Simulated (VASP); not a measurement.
# Cs2SnI6 (Fm-3m) in VASP: a series of runs

Runs on Cs2SnI6. Level: PBE. Tasks: relaxation of cell and atoms.

All numbers are computed with VASP 6.6.1; they aren't measurements. Logs are shortened: lines on timing, memory, paths and dates and some standing lists are left out, and cuts for length are marked.

### Step 1. The crystal as given

Symmetry: Fm-3m, No. 225, cubic system. The conventional cell has a = 11.628 Å, b = 11.628 Å, c = 11.628 Å, α = 90.00°, β = 90.00°, γ = 90.00°. Around Cs (site symmetry -43m) lie 12 I at 4.11 Å. Around Sn (site symmetry m-3m) lie 6 I at 2.85 Å. Around I (site symmetry 4mm) lie 1 Sn at 2.85 Å.

### Step 2. Relaxation of cell and atoms, PBE

Input file INCAR:

```
SYSTEM = Cs2SnI6
PREC = Accurate
ENCUT = 600
EDIFF = 1E-6
ISMEAR = 0
SIGMA = 0.03
LREAL = .False.
LASPH = .True.
NELM = 80
ALGO = Normal
ISIF = 3
LWAVE = .False.
LCHARG = .False.
GGA = PE
IBRION = 2
NSW = 90
EDIFFG = -0.01
KPAR = 2
```

Input file KPOINTS:

```
Automatic mesh
0
Gamma
  6 6 6
  0 0 0
```

Input file POSCAR:

```
Cs2SnI6
1.0
    0.0000000000      5.8138000000      5.8138000000
    5.8138000000      0.0000000000      5.8138000000
    5.8138000000      5.8138000000      0.0000000000
Cs Sn I
2 1 6
Direct
    0.2500000000      0.2500000000      0.2500000000
    0.7500000000      0.7500000000      0.7500000000
    0.0000000000      0.0000000000      0.0000000000
    0.7546400000      0.2453600000      0.2453600000
    0.2453600000      0.7546400000      0.2453600000
    0.2453600000      0.7546400000      0.7546400000
    0.7546400000      0.2453600000      0.7546400000
    0.2453600000      0.2453600000      0.7546400000
    0.7546400000      0.7546400000      0.2453600000
```

Potentials or basis: VASP PAW PBE potentials, release 64 (Cs_sv, Sn_d, I).

Command:

```
> cat potpaw_PBE.64/Cs_sv/POTCAR potpaw_PBE.64/Sn_d/POTCAR potpaw_PBE.64/I/POTCAR > POTCAR
> mpirun -np 2 vasp_std > vasp.out
```

OUTCAR:

```text
SYSTEM = Cs2SnI6
   PREC = Accurate
   ENCUT = 600
   EDIFF = 1E-6
   ISMEAR = 0
   LREAL = .False.
   LASPH = .True.
   NELM = 80
   ISIF = 3
   GGA = PE
   IBRION = 2
   NSW = 90
   EDIFFG = -0.01

 ion  position               nearest neighbor table
   1  0.250  0.250  0.250-
   2  0.750  0.750  0.750-
   3  0.000  0.000  0.000-   4 2.85   5 2.85   6 2.85   7 2.85   8 2.85   9 2.85
   4  0.755  0.245  0.245-   3 2.85
   5  0.245  0.755  0.245-   3 2.85
   6  0.245  0.755  0.755-   3 2.85
   7  0.755  0.245  0.755-   3 2.85
   8  0.245  0.245  0.755-   3 2.85
   9  0.755  0.755  0.245-   3 2.85

  LATTYP: Found a face centered cubic cell.
 ALAT       =    11.6276000000

  Lattice vectors:

 A1 = (   0.0000000000,   5.8138000000,   5.8138000000)
 A2 = (   5.8138000000,   0.0000000000,   5.8138000000)
 A3 = (   5.8138000000,   5.8138000000,   0.0000000000)

Analysis of symmetry for initial positions (statically):
=====================================================================
 Subroutine PRICEL returns:
 Original cell was already a primitive cell.

 Routine SETGRP: Setting up the symmetry group for a
 face centered cubic supercell.

 Subroutine GETGRP returns: Found 48 space group operations
 (whereof 48 operations were pure point group operations)
 out of a pool of 48 trial point group operations.

The static configuration has the point symmetry O_h .

Analysis of symmetry for dynamics (positions and initial velocities):
=====================================================================
 Subroutine PRICEL returns:
 Original cell was already a primitive cell.

 Routine SETGRP: Setting up the symmetry group for a
 face centered cubic supercell.

 Subroutine GETGRP returns: Found 48 space group operations
 (whereof 48 operations were pure point group operations)
 out of a pool of 48 trial point group operations.

The dynamic configuration has the point symmetry O_h .

 Subroutine INISYM returns: Found 48 space group operations
 (whereof 48 operations are pure point group operations),
 and found     1 'primitive' translations

----------------------------------------------------------------------------------------

                                     Primitive cell

  volume of cell :     393.0160

  direct lattice vectors                    reciprocal lattice vectors
     0.000000000  5.813800000  5.813800000    -0.086002270  0.086002270  0.086002270
     5.813800000  0.000000000  5.813800000     0.086002270 -0.086002270  0.086002270
     5.813800000  5.813800000  0.000000000     0.086002270  0.086002270 -0.086002270

  length of vectors
     8.221954809  8.221954809  8.221954809     0.148960302  0.148960302  0.148960302

  position of ions in fractional coordinates (direct lattice)
     0.250000000  0.250000000  0.250000000
     0.750000000  0.750000000  0.750000000
     0.000000000  0.000000000  0.000000000
     0.754640000  0.245360000  0.245360000
     0.245360000  0.754640000  0.245360000
     0.245360000  0.754640000  0.754640000
     0.754640000  0.245360000  0.754640000
     0.245360000  0.245360000  0.754640000
     0.754640000  0.754640000  0.245360000

  ion indices of the primitive-cell ions
   primitive index   ion index
                 1           1
                 2           2
                 3           3
                 4           4
                 5           5
                 6           6
                 7           7
                 8           8
                 9           9

----------------------------------------------------------------------------------------

 KPOINTS: Automatic mesh

Automatic generation of k-mesh.
 Grid dimensions read from file:
 generate k-points for:    6    6    6

 Generating k-lattice:

  Cartesian coordinates                     Fractional coordinates (reciprocal lattice)
    -0.014333712  0.014333712  0.014333712     0.166666667  0.000000000  0.000000000
     0.014333712 -0.014333712  0.014333712     0.000000000  0.166666667  0.000000000
     0.014333712  0.014333712 -0.014333712     0.000000000  0.000000000  0.166666667

  Length of vectors
     0.024826717  0.024826717  0.024826717

  Shift w.r.t. Gamma in fractional coordinates (k-lattice)
     0.000000000  0.000000000  0.000000000

 Subroutine IBZKPT returns following result:
 ===========================================

 Found     16 irreducible k-points:

 Following reciprocal coordinates:
            Coordinates               Weight
  0.000000  0.000000  0.000000      1.000000
  0.166667  0.000000  0.000000      8.000000
  0.333333  0.000000  0.000000      8.000000
  0.500000  0.000000  0.000000      4.000000
  0.166667  0.166667  0.000000      6.000000
  0.333333  0.166667  0.000000     24.000000
[... 8 lines left out ...]
 -0.333333  0.333333  0.166667     24.000000
 -0.333333  0.500000  0.166667     12.000000
   k-points           NKPTS =     16   k-points in BZ     NKDIM =     16   number of bands    NBANDS=     44
   number of dos      NEDOS =    301   number of ions     NIONS =      9
   total plane-waves  NPLWV = 343000
   dimension x,y,z NGX =    70 NGY =   70 NGZ =   70
   dimension x,y,z NGXF=   140 NGYF=  140 NGZF=  140
   ions per type =               2   1   6
   NGX,Y,Z   is equivalent  to a cutoff of  14.15, 14.15, 14.15 a.u.
   NGXF,Y,Z  is equivalent  to a cutoff of  28.31, 28.31, 28.31 a.u.
 SYSTEM =  Cs2SnI6
   PREC   = accura    normal or accurate (medium, high low for compatibility)
   ISTART =      0    job   : 0-new  1-cont  2-samecut
   ICHARG =      2    charge: 1-file 2-atom 10-const
   ISPIN  =      1    spin polarized calculation?
   LNONCOLLINEAR =      F non collinear calculations
   LSORBIT =      F    spin-orbit coupling
   LASPH  =      T    aspherical Exc in radial PAW
   ENCUT  =  600.0 eV  44.10 Ry    6.64 a.u.  16.42 16.42 16.42*2*pi/ulx,y,z
   NELM   =     80;   NELMIN=  2; NELMDL= -5     # of ELM steps
   EDIFF  = 0.1E-05   stopping-criterion for ELM
   LREAL  =      F    real-space projection
   EDIFFG = -.1E-01   stopping-criterion for IOM
   NSW    =     90    number of steps for IOM
   IBRION =      2    ionic relax: 0-MD 1-quasi-New 2-CG
   NFREE  =      1    steps in history (QN), initial steepest desc. (CG)
   ISIF   =      3    stress and relaxation
   ISYM   =      2    0-nonsym 1-usesym 2-fastsym
   POTIM  = 0.5000    time-step for ionic-motion
   TEBEG  =    0.0;   TEEND  =   0.0 temperature during run
   PSTRESS=    0.0 pullay stress
   NELECT =      74.0000    total number of electrons
   NUPDOWN=      -1.0000    fix difference up-down
   EMIN   =  10.00;   EMAX   =-10.00  energy-range for DOS
   EFERMI =   0.00;   METHOD = LEGACY
   ISMEAR =     0;   SIGMA  =   0.03  broadening in eV -4-tet -1-fermi 0-gaus
   EFERMI_NEDOS =   21; number of points for ismear=-14 and -15
   IALGO  =     38    algorithm
   IMIX   =      4    mixing-type and parameters
     AMIX     =   0.40;   BMIX     =  1.00
     AMIX_MAG =   1.60;   BMIX_MAG =  1.00
  volume/ion in A,a.u.               =      43.67       294.69
  Fermi-wavevector in a.u.,A,eV,Ry     =   0.938315  1.773158 11.979046  0.880435
  Thomas-Fermi vector in A             =   2.065514
   LORBIT       =      0    0 simple, 1 ext, 2 COOP (PROOUT), +10 PAW based schemes
   GGA     = PE    functional components
   LHFCALC =     F    Hartree Fock is set to
   AEXX    =    0.0000 exact exchange contribution
   IVDW    =     0    specifies the selected vdW correction
   LEPSILON=     F    determine dielectric tensor
   LRPA    =     F    only Hartree local field effects (RPA)
 conjugate gradient relaxation of ions
 non-spin polarized calculation
 Gauss-broadening in eV      SIGMA  =   0.03
  energy-cutoff  :      600.00
  volume of cell :      393.02
 maximum number of plane-waves:     13323
 NGX is ok and might be reduce to    70
   NGX = 33   NGY = 33   NGZ = 33

--------------------------------------- Ionic step        1  -------------------------------------------

 number of electron      73.9999996 magnetization

 Free energy of the ion-electron system (eV)
  ---------------------------------------------------
  ext. energy  EPLUGINS =         0.00000000
  ---------------------------------------------------
  free energy    TOTEN  =       -22.82132365 eV

  energy without entropy =      -22.82132345  energy(sigma->0) =      -22.82132355

------------------------ aborting loop because EDIFF is reached ----------------------------------------

  FORCE on cell =-STRESS in cart. coord.  units (eV):
  Direction    XX          YY          ZZ          XY          YZ          ZX
  --------------------------------------------------------------------------------------
  -------------------------------------------------------------------------------------
  Total        3.8874821      3.8874821      3.8874821      0.0000000      0.0000000      0.0000000
  in kB       15.8477908     15.8477908     15.8477908      0.0000000      0.0000000      0.0000000
  external PRESSURE =      15.8477908 kB  Pullay stress =       0.0000000 kB
[... 243 lines left out ...]
  energy  without entropy=      -22.9801347528  energy(sigma->0) =      -22.98013475

--------------------------------------- Ionic step        7  -------------------------------------------

 number of electron      74.0000002 magnetization

 Free energy of the ion-electron system (eV)
  ---------------------------------------------------
  ext. energy  EPLUGINS =         0.00000000
  ---------------------------------------------------
  free energy    TOTEN  =       -22.98046521 eV

  energy without entropy =      -22.98046521  energy(sigma->0) =      -22.98046521

 E-fermi :   1.2438     XC(G=0):  -7.4914

 val. band max:        1.1025951398   @ k =   0.0000   0.0000   0.0000
 cond. band min:       1.3683195004   @ k =   0.0000   0.0000   0.0000
 fundamental gap:      0.2657243607
 Fermi energy:         1.2437630295

 k-point     1 :       0.0000    0.0000    0.0000
  band No.  band energies     occupation
      1     -20.2477      2.00000
      2     -20.2477      2.00000
      3     -20.2055      2.00000
      4     -20.2055      2.00000
      5     -20.2055      2.00000
      6     -19.3910      2.00000
[... 777 lines left out ...]
  FREE ENERGIE OF THE ION-ELECTRON SYSTEM (eV)
  ---------------------------------------------------
  free  energy   TOTEN  =       -22.9804652134 eV

  energy  without entropy=      -22.9804652134  energy(sigma->0) =      -22.98046521

 reached required accuracy - stopping structural energy minimisation
```

It took 18 min on 2 MPI ranks of Intel Xeon Platinum 8488C (Sapphire Rapids), shared host; peak memory 0.94 GiB.

Results:

```yaml
Free_energy: -22.9805 eV
Relaxed_volume: 48.47 Å³/atom
Relaxed_cell: a = 8.513 Å, b = 8.513 Å, c = 8.513 Å, α = 60.00°, β = 60.00°, γ = 60.00°
Space_group_after_relaxing_to_0.05_Å: Fm-3m (No. 225)
Energy_gained_by_relaxing: 17.7 meV/atom
Ionic_steps: 7
Pressure_after_relaxing: 0.0 GPa
Largest_force_after_relaxing: 0.008 eV/Å
Band_gap_on_the_k_mesh: 0.27 eV, direct
```

Forces on the atoms (eV/Å):
```
Cs   0.000  0.000  0.000
Cs   0.000  0.000  0.000
Sn   0.000  0.000  0.000
I    0.008  0.000  0.000
I    0.000  0.008  0.000
I   -0.008  0.000  0.000
I    0.000 -0.008  0.000
I    0.000  0.000  0.008
I    0.000  0.000 -0.008
```

Step by step:
```tsv
step	energy change (eV)	largest force (eV/Å)	pressure (GPa)	volume (Å³)
1	0.0000	0.2826	1.58	393.02
2	-0.1311	0.1262	0.12	418.10
3	-0.1313	0.1401	0.07	419.17
4	-0.1372	0.1258	0.06	421.04
5	-0.1507	0.0772	0.03	426.65
6	-0.1588	0.0246	0.03	438.04
7	-0.1591	0.0084	0.02	436.19
```

Final structure:
```
Cs Sn I
1.0
     0.00000    6.01934    6.01934
     6.01934    0.00000    6.01934
     6.01934    6.01934    0.00000
Cs Sn I
2 1 6
Direct
  0.25000 0.25000 0.25000
  0.75000 0.75000 0.75000
  0.00000 0.00000 0.00000
  0.75833 0.24167 0.24167
  0.24167 0.75833 0.24167
  0.24167 0.75833 0.75833
  0.75833 0.24167 0.75833
  0.24167 0.24167 0.75833
  0.75833 0.75833 0.24167
```

Levels at points of the mesh, in eV from the valence-band top:
| k point | band 35 | band 36 | band 37 | band 38 | band 39 | band 40 |
| --- | --- | --- | --- | --- | --- | --- |
| (0.00, 0.00, 0.00) | 0.00 | 0.00 | 0.00 | 0.27 | 4.03 | 4.03 |
| (0.50, 0.00, 0.00) | -0.28 | -0.25 | -0.25 | 1.05 | 3.56 | 4.93 |
| (0.50, 0.50, 0.00) | -0.61 | -0.60 | -0.02 | 1.30 | 4.47 | 4.47 |

Caveat: spin-orbit coupling is left out, which moves the levels of the heavy elements; the volume moved by +11 % from the deposited cell, more than functionals usually miss. A k mesh can miss the band edges.

(Part 1 of 2 ends here.)
